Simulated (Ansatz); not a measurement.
## Pb under changes of volume

One of the cells (30.323 Å³/atom); the others are scaled copies at fixed shape and fractional positions:

```xyz
1
Lattice="0.0000 2.4750 2.4750 2.4750 0.0000 2.4750 2.4750 2.4750 0.0000" Properties=species:S:1:pos:R:3 pbc="T T T"
Pb    0.0000    0.0000    0.0000
```

| Item | Value |
| --- | --- |
| Program | Ansatz 0.2.0 |
| Functional | rPW86-PBE |
| Dispersion | rVV10 |
| Potentials or basis | Ansatz PAW |
| Cutoff | 420 eV (not typed: the program's choice for these potentials) |
| k mesh | 9 × 9 × 9 |
| Occupations | fermi-dirac, width 0.05 eV |
| Spin | no spin polarisation |

```tsv
volume (Å³/atom)	energy over the lowest point (meV/atom)	pressure (GPa)
28.503	73.94	7.1
29.110	49.91	5.6
29.716	31.29	4.3
30.323	?	?
30.929	8.11	2.0
31.535	2.39	1.1
32.142	0.00	0.2
```

What does the run at 30.323 Å³/atom give?

Energy over the lowest point 17.54 meV/atom; pressure 3.1 GPa.

Worked out: A Birch-Murnaghan fit of order 3 (a polynomial in V^(-2/3)) to the other rows has its minimum at 32.32 Å³/atom, just outside them, with B0 = V·E''(V) = 40 GPa and B' = 5.7. It gives 17.57 meV/atom at 30.323 Å³/atom, against the run's 17.54, and -dE/dV = 3.0 GPa, against 3.1.

Energies are extrapolated to zero smearing.

Caveats: the PAW data sets come from PBE, with cores solved anew for the run's functional, which leaves a small shift of forces and pressure.
